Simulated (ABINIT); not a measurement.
Runs of ABINIT 10.8.3 (patched build) on BaZrO3. Symmetry: Pm-3m, No. 221, cubic system. The conventional cell has a = 4.191 Å, b = 4.191 Å, c = 4.191 Å, α = 90.00°, β = 90.00°, γ = 90.00°. Ba (site symmetry m-3m) has 12 O at 2.96 Å as nearest neighbours. Around Zr (site symmetry m-3m) lie 6 O at 2.10 Å. Around O (site symmetry 4/mmm) lie 2 Zr at 2.10 Å. 

| task | level | potentials or basis | cell | gap on the mesh (eV) | pressure (GPa) |
| --- | --- | --- | --- | --- | --- |
| band structure | PBEsol | JTH PAW PBE v2.0 | as given | (a) | -0.8 |
| band structure | PBE | JTH PAW PBE v2.0 | as given | 3.20 | 4.4 |
| single point | PBE | JTH PAW PBE v2.0 | as given | 3.20 | 4.4 |
| single point | PBE | JTH PAW PBE v2.0 | atoms moved at random, drawn with an rms of 0.05 Å | 3.22 | 4.5 |
| band structure | LDA | JTH PAW LDA v2.0 | as given | 3.08 | -4.7 |

Alike in all rows: no spin polarisation; k mesh 6 × 6 × 6; cutoff (eV) 626; smearing fermi-dirac 0.05 eV.

Estimate the missing entries.

(a) 3.11.

Caveats: this set's barium file shifts pressures by 1.5 GPa and gaps by 0.1 eV against other sets; spin-orbit coupling is left out, which moves the levels of the heavy elements; the PAW data sets were made with another functional, which shifts forces and pressure a little (some runs).

A k mesh can miss the band edges, and the runs leave out spin-orbit coupling on Ba, Zr.
